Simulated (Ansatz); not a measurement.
Crystal: ZrS2.

```xyz
3
Lattice="3.6914 0.0000 0.0000 -1.8457 3.1968 0.0000 0.0000 0.0000 6.0411" Properties=species:S:1:pos:R:3 pbc="T T T"
Zr    0.0000    0.0000    0.0000
S     0.0000    2.1312    1.4372
S     1.8457    1.0656    4.6038
```

The cell is a database's computed one.

Base run:

* Program: Ansatz 0.2.0
* Functional: BLYP
* Potentials or basis: Ansatz PAW
* Cutoff: 420 eV
* Density cutoff: 1680 eV
* k mesh: 8 × 8 × 5
* Occupations: fermi-dirac, width 0.05 eV
* Spin: no spin polarisation

Its results: band gap on the k mesh 1.09 eV, indirect (least direct gap 1.63 eV); pressure 4.2 GPa; largest force 0.275 eV/Å.

Q: After a change of settings the same cell gave: band gap on the k mesh 1.11 eV, indirect (least direct gap 1.68 eV); pressure 2.6 GPa; largest force 0.126 eV/Å. Which change was it?
A. functional from BLYP to RPBE
B. functional from BLYP to PBEsol
C. functional from BLYP to r2SCAN; cutoff from 420 eV to 500 eV; density cutoff from 1680 eV to 2000 eV
D. functional from BLYP to LDA; hubbard terms from none to Zr d U = 3 eV; hubbard projectors from none to ortho-atomic (the default)

A: A.

Caveats: the potentials were made for another functional, which shifts forces and pressure; this functional lacks dispersion, which binds the layers, so the pressure and a relaxed spacing across them are unreliable; the PAW data sets come from PBE, with cores solved anew for the run's functional, which leaves a small shift of forces and pressure.

Not every run made on this cell is shown here.
